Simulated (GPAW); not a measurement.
# H-SnSn-H chair monolayer: work function by functional and basis, part 2 of 3

Aim: the work function of both faces of H-SnSn-H chair monolayer, and its spread over functionals and bases. Where a layer proves gapped, the work function hangs on where the smearing puts the Fermi level, and the band edges take its place.

GPAW 26.7.0; GPAW, PAW setups; layer in a repeated cell with vacuum, relaxation of atoms and in-plane cell (the session's first sound run).

So far, upper work function (eV): step 3 (plane waves, PBE) 4.74.

## (4) Self-consistent run: xc = "LDA"

Level of this step: GPAW, PAW setups; slab in vacuum (GPAW).

The same geometry under LDA, to see how far the functional moves the levels against the vacuum.

Contents of run.py:

```python
import json
import numpy as np
from ase import Atoms
from gpaw import GPAW, PW

slab = Atoms(
    ['H', 'Sn', 'Sn', 'H'],
    positions=[
        [2.35161, 1.35770, 7.00000],
        [2.35161, 1.35770, 8.73484],
        [0.00000, 2.71541, 9.55810],
        [0.00000, 2.71541, 11.29294]],
    cell=[[4.70321, -0.0, 0.0], [-2.35161, 4.0731, 0.0], [0.0, 0.0, 18.2929]],
    pbc=[True, True, False])

slab.calc = GPAW(mode=PW(500), xc='LDA', kpts={'size': (9, 9, 1), 'gamma': True},
                 occupations={'name': 'fermi-dirac', 'width': 0.05}, nbands='200%',
                 convergence={'density': 1e-05}, maxiter=200,
                 poissonsolver={'dipolelayer': 'xy'},
                 symmetry={'tolerance': 1e-3}, txt='slab.txt')
result = {}
energy = slab.get_potential_energy()
fermi = slab.calc.get_fermi_level()
v = slab.calc.get_electrostatic_potential().mean((0, 1)) - fermi
n = slab.calc.get_pseudo_density().mean((0, 1))
L = slab.cell[2, 2]
z = np.arange(len(v)) * L / len(v)
low, high = slab.positions[:, 2].min(), slab.positions[:, 2].max()
below, above = np.interp([low - 4.8, high + 4.8], z, v)
slopes = [np.interp(x, z, np.gradient(v, z)) for x in (low - 4.8, high + 4.8)]
eps = np.array([[slab.calc.get_eigenvalues(k, s) for k in range(len(slab.calc.get_ibz_k_points()))]
                for s in range(slab.calc.get_number_of_spins())]) - fermi
top, bottom = eps[eps < 0].max(), eps[eps > 0].min()
dipole = slab.get_dipole_moment()[2]
print(f'energy {energy:.4f} eV, Fermi level {fermi:.4f} eV, dipole {dipole:.5f} e A')
print(f'potential 4.8 A off the faces, from the Fermi level: lower {below:.4f} eV, upper {above:.4f} eV')
print(f'slope of the potential there: lower {slopes[0]:.5f}, upper {slopes[1]:.5f} eV/A')
print(f'nearest levels on the mesh: {top:.4f} and {bottom:.4f} eV')
print('magnetic moment', round(slab.get_magnetic_moment(), 3))
result.update(energy=energy, fermi=fermi, dipole=dipole, below=below, above=above, slopes=slopes, edges=[top, bottom],
              z=z.tolist(), v=v.tolist(), n=n.tolist(), positions=slab.positions.tolist(),
              forces=slab.get_forces(apply_constraint=False).tolist(), moments=slab.get_magnetic_moments().tolist())
json.dump(result, open('result.json', 'w'))
```

The run is started by

```console
$ OMP_NUM_THREADS=1 OPENBLAS_NUM_THREADS=1 python run.py
```

The log of the run:

```text
energy -15.3010 eV, Fermi level -3.0499 eV, dipole 0.00025 e A
potential 4.8 A off the faces, from the Fermi level: lower 4.9565 eV, upper 4.9536 eV
slope of the potential there: lower -0.00003, upper 0.00003 eV/A
nearest levels on the mesh: -0.1996 and 0.1614 eV
magnetic moment 0.0
```

The job ended after 48 s (1 thread of Arm Neoverse V1, shared host; peak memory 0.28 GiB).

Numbers from this step:

```yaml
dipole_along_the_normal: 2.53e-4 e·Å
levels_nearest_the_fermi_level_on_the_mesh: -0.1996, 0.1614 eV from the Fermi level
upper_work_function: 4.954 eV
lower_work_function: 4.957 eV
```

Electrostatic potential energy of an electron (without an applied field's), less the Fermi level, planar mean against z:

```
z (Å)  electrostatic potential energy of an electron (without an applied field's), less the Fermi level, planar mean (eV)
    0                                                                                                                4.96
    1                                                                                                                4.96
    2                                                                                                                4.96
    3                                                                                                                4.96
    4                                                                                                                4.96
    5                                                                                                                4.95
    6                                                                                                                4.84
    7                                                                                                                3.30
    8                                                                                                             -0.0497
    9                                                                                                               -11.5
   10                                                                                                               -4.27
   11                                                                                                                3.45
   12                                                                                                                4.68
   13                                                                                                                4.94
   14                                                                                                                4.95
   15                                                                                                                4.95
   16                                                                                                                4.95
   17                                                                                                                4.95
   18                                                                                                                4.95
```

The pseudo valence density, planar mean by z:

z (Å), pseudo valence density, planar mean (e/Å³) and a bar from the least value:
```
     0.00      0.000 
     0.57      0.000 
     0.95      0.000 
     1.52      0.000 
     1.91      0.000 
     2.48      0.000 
     2.86      0.000 
     3.43      0.000 
     4.00      0.000 
     4.38      0.000 
     4.95      0.000 
     5.34      0.001 
     5.91      0.004 
     6.29      0.013 
     6.86      0.056 ##
     7.43      0.073 ###
     7.81      0.103 ####
     8.38      0.452 ################
     8.77      0.864 ##############################
     9.34      0.779 ###########################
     9.72      0.724 #########################
    10.29      0.150 #####
    10.67      0.081 ###
    11.24      0.071 ##
    11.81      0.022 #
    12.20      0.007 
    12.77      0.001 
    13.15      0.000 
    13.72      0.000 
    14.10      0.000 
    14.67      0.000 
    15.24      0.000 
    15.63      0.000 
    16.20      0.000 
    16.58      0.000 
    17.15      0.000 
    17.53      0.000 
    18.10      0.000
```

Force by atom:

```
atom  x (eV/Å)  y (eV/Å)  z (eV/Å)   size
  H1     0.000     0.000     0.186  0.186
 Sn2     0.000     0.000     0.100  0.100
 Sn3     0.000     0.000    -0.100  0.100
  H4     0.000     0.000    -0.186  0.186
```

The highest filled level lies 0.200 eV under the Fermi level, so the ionisation energy from the upper face is 4.954 + 0.200 = 5.153 eV, against 4.999 eV in the base run.

## (5) Self-consistent run: xc = "revPBE"

The same geometry under revPBE, to see how far the functional moves the levels against the vacuum.

run.py, as its differences from that of step 4:

```diff
@@ -15,3 +15,3 @@
 
-slab.calc = GPAW(mode=PW(500), xc='LDA', kpts={'size': (9, 9, 1), 'gamma': True},
+slab.calc = GPAW(mode=PW(500), xc='revPBE', kpts={'size': (9, 9, 1), 'gamma': True},
                  occupations={'name': 'fermi-dirac', 'width': 0.05}, nbands='200%',
```

The log of the run:

```text
energy -13.4551 eV, Fermi level -2.7139 eV, dipole 0.00025 e A
potential 4.8 A off the faces, from the Fermi level: lower 4.6611 eV, upper 4.6582 eV
slope of the potential there: lower -0.00003, upper 0.00003 eV/A
nearest levels on the mesh: -0.2797 and 0.2424 eV
magnetic moment 0.0
```

Run time: 52 s. Hardware: 1 thread; peak memory 0.3 GiB.

This step gave:

```yaml
dipole_along_the_normal: 2.49e-4 e·Å
levels_nearest_the_fermi_level_on_the_mesh: -0.2797, 0.2424 eV from the Fermi level
upper_work_function: 4.658 eV
lower_work_function: 4.661 eV
upper_ionisation_energy: 4.938 eV
```

Table of electrostatic potential energy of an electron (without an applied field's), less the Fermi level, planar mean by z:

```
z (Å)  electrostatic potential energy of an electron (without an applied field's), less the Fermi level, planar mean (eV)
  0.0                                                                                                                4.66
  0.5                                                                                                                4.66
  1.0                                                                                                                4.66
  1.5                                                                                                                4.66
  2.0                                                                                                                4.66
  2.5                                                                                                                4.66
  3.0                                                                                                                4.66
  3.5                                                                                                                4.66
  4.0                                                                                                                4.66
  4.5                                                                                                                4.66
  5.0                                                                                                                4.65
  5.5                                                                                                                4.63
  6.0                                                                                                                4.55
  6.5                                                                                                                4.15
  7.0                                                                                                                2.98
  7.5                                                                                                                2.76
  8.0                                                                                                              -0.570
  8.5                                                                                                               -8.31
  9.0                                                                                                               -12.0
  9.5                                                                                                               -11.5
 10.0                                                                                                               -4.78
 10.5                                                                                                                1.31
 11.0                                                                                                                3.07
 11.5                                                                                                                3.48
 12.0                                                                                                                4.38
 12.5                                                                                                                4.60
 13.0                                                                                                                4.64
 13.5                                                                                                                4.65
 14.0                                                                                                                4.66
 14.5                                                                                                                4.66
 15.0                                                                                                                4.66
 15.5                                                                                                                4.66
 16.0                                                                                                                4.66
 16.5                                                                                                                4.66
 17.0                                                                                                                4.66
 17.5                                                                                                                4.66
 18.0                                                                                                                4.66
```

The highest filled level lies 0.280 eV under the Fermi level, so the ionisation energy from the upper face is 4.658 + 0.280 = 4.938 eV, against 4.999 eV in the base run.

## (6) Self-consistent run: xc = "RPBE"

The same geometry under RPBE, to see how far the functional moves the levels against the vacuum.

run.py, as its differences from that of step 5:

```diff
@@ -15,3 +15,3 @@
 
-slab.calc = GPAW(mode=PW(500), xc='revPBE', kpts={'size': (9, 9, 1), 'gamma': True},
+slab.calc = GPAW(mode=PW(500), xc='RPBE', kpts={'size': (9, 9, 1), 'gamma': True},
                  occupations={'name': 'fermi-dirac', 'width': 0.05}, nbands='200%',
```

The log of the run:

```text
energy -13.3752 eV, Fermi level -2.7099 eV, dipole 0.00025 e A
potential 4.8 A off the faces, from the Fermi level: lower 4.6662 eV, upper 4.6633 eV
slope of the potential there: lower -0.00003, upper 0.00003 eV/A
nearest levels on the mesh: -0.2819 and 0.2445 eV
magnetic moment 0.0
```

It took 51 s on 1 thread; peak memory 0.29 GiB.

This step gave:

```
levels nearest the Fermi level on the mesh : -0.2819, 0.2445 eV from the Fermi level
upper work function                        : 4.663 eV
lower work function                        : 4.666 eV
upper ionisation energy                    : 4.945 eV
```

The electrostatic potential energy of an electron (without an applied field's), less the Fermi level, planar mean by z:

```
z (Å)  electrostatic potential energy of an electron (without an applied field's), less the Fermi level, planar mean (eV)
  0.0                                                                                                                4.66
  0.5                                                                                                                4.67
  1.0                                                                                                                4.67
  1.5                                                                                                                4.67
  2.0                                                                                                                4.67
  2.5                                                                                                                4.67
  3.0                                                                                                                4.67
  3.5                                                                                                                4.67
  4.0                                                                                                                4.67
  4.5                                                                                                                4.66
  5.0                                                                                                                4.66
  5.5                                                                                                                4.64
  6.0                                                                                                                4.55
  6.5                                                                                                                4.15
  7.0                                                                                                                2.96
  7.5                                                                                                                2.74
  8.0                                                                                                              -0.604
  8.5                                                                                                               -8.35
  9.0                                                                                                               -12.0
  9.5                                                                                                               -11.6
 10.0                                                                                                               -4.82
 10.5                                                                                                                1.28
 11.0                                                                                                                3.05
 11.5                                                                                                                3.47
 12.0                                                                                                                4.38
 12.5                                                                                                                4.60
 13.0                                                                                                                4.65
 13.5                                                                                                                4.66
 14.0                                                                                                                4.66
 14.5                                                                                                                4.66
 15.0                                                                                                                4.66
 15.5                                                                                                                4.66
 16.0                                                                                                                4.66
 16.5                                                                                                                4.66
 17.0                                                                                                                4.66
 17.5                                                                                                                4.66
 18.0                                                                                                                4.66
```

The highest filled level lies 0.282 eV under the Fermi level, so the ionisation energy from the upper face is 4.663 + 0.282 = 4.945 eV, against 4.999 eV in the base run.

(Part 2 of 3 ends here.)

[Logs are printed without paths, hosts, clocks, repeated set-up lines and the standing remarks that a program may print on its own settings, such as how far it seeks lower states.]

[Hosts, paths, dates, database ids (printed as entryN), source tags and the programs' standing remarks are cut or masked in the printed files.]
